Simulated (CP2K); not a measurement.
Runs of CP2K 2026.2 on W2C. It takes space group P-3m1 (No. 164, trigonal). Conventional cell: a = 3.070 Å, b = 3.070 Å, c = 4.678 Å, α = 90.00°, β = 90.00°, γ = 120.00°. Around W (site symmetry 3m) lie 3 C at 2.13 Å. C (site symmetry -3m) is surrounded by 6 W at 2.13 Å. The cell comes from a database or a generator and needn't be the stable form of this composition.

```tsv
level	potentials or basis	NGRIDS	points a segment of the path (NPOINTS)	bands added on the path	CUTOFF of the grids	gap on the mesh (eV)	pressure (GPa)	largest force (eV/Å)
LDA	GTH_POTENTIALS W GTH-PADE-q14, C GTH-PADE-q4; TZVP-MOLOPT-PBE-GTH basis	4	10	2	450 Ry	none	-92.1	1.45
RPBE	POTENTIAL_UZH W GTH-PBE-q14, C GTH-PBE-q4; TZVP-MOLOPT-PBE-GTH basis	5	8	2	450 Ry	none	-1.6	0.01
revPBE	POTENTIAL_UZH W GTH-PBE-q14, C GTH-PBE-q4; TZVP-MOLOPT-PBE-GTH basis	5	6	6	450 Ry	none	-2.3	0.01
BLYP	GTH_POTENTIALS W GTH-BLYP-q14, C GTH-BLYP-q4; TZVP-MOLOPT-PBE-GTH basis	4	10	4	450 Ry	none	-2.9	0.45
PBEsol	POTENTIAL_UZH W GTH-PBE-q14, C GTH-PBE-q4; TZVP-MOLOPT-PBE-GTH basis	5	10	6	450 Ry	none	(a)	0.12
PBE	POTENTIAL_UZH W GTH-PBE-q14, C GTH-PBE-q4; TZVP-MOLOPT-PBE-GTH basis	5	8	4	450 Ry	none	(b)	0.02
r2SCAN	POTENTIAL_UZH W GTH-SCAN-q14, C GTH-SCAN-q4; TZVP-MOLOPT-SCAN-GTH basis	5	8	2	675 Ry	none	(c)	0.07
```

Alike in all rows: task band structure; no spin polarisation; cell as given; k mesh 10 × 10 × 6; smearing fermi-dirac 0.05 eV.

**Question.** Fill in the values left out.

**Answer.** (a) -10.4; (b) -4.0; (c) -10.0.

Caveats: spin-orbit coupling is left out, which moves the levels of the heavy elements; the basis of atomic orbitals isn't converged, which shifts pressures, moduli and gaps; the potentials were made for another functional, which shifts forces and pressure (some runs); a pressure of tens of GPa on the cell as given is suspect, and the run, the potentials or the cell itself is likely at fault (some runs); forces of over 1 eV/Å show positions far from the minimum, so gaps and moduli don't describe the material at rest (some runs).

A k mesh can miss the band edges, and the runs leave out spin-orbit coupling on W.

A gap of «none» marks a metal or a gap under the smearing width.
